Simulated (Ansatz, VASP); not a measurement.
# CdS: VASP beside Ansatz

```
CELL_PARAMETERS angstrom
0.00000 2.75324 2.75324
2.75324 0.00000 2.75324
2.75324 2.75324 0.00000
ATOMIC_POSITIONS crystal
Cd 0.00000 0.00000 0.00000
S 0.50000 0.50000 0.50000
```

Measurements of this composition are mostly on another form, of space group No. 186.

Alike in both runs: task relaxation of cell and atoms; functional PBE; dispersion D3(BJ); k mesh 8 × 8 × 8; occupations fermi-dirac, width 0.05 eV; no spin polarisation.

|  | VASP | Ansatz |
| --- | --- | --- |
| version | VASP 6.6.1 | Ansatz 0.2.0 |
| potentials or method | VASP PAW PBE potentials, release 64 (Cd, S) | Ansatz PAW |
| plane-wave cutoff (eV) | 600 | 420 |
| valence electrons in the cell | 18 | 26 |

VASP gave:

```
gap on the k mesh at the Fermi level, each at its own relaxed structure (eV) : 0.25
relaxed volume (Å³/atom)                                                     : 20.02
relaxed cell length with the largest relative difference (Å)                 : 3.840
energy change over the relaxation (meV/atom)                                 : -8
```

Question: What did Ansatz give for the same quantities?

Answer: gap on the k mesh at the Fermi level, each at its own relaxed structure (eV): 0.26; relaxed volume (Å³/atom): 19.92; relaxed cell length with the largest relative difference (Å): 3.834; energy change over the relaxation (meV/atom): -10.

The two sets of potentials don't hold the same shells in valence.

Caveats: the plane-wave basis is chosen anew once the cell has moved, so the energies of steps on either side of that aren't comparable (Ansatz).
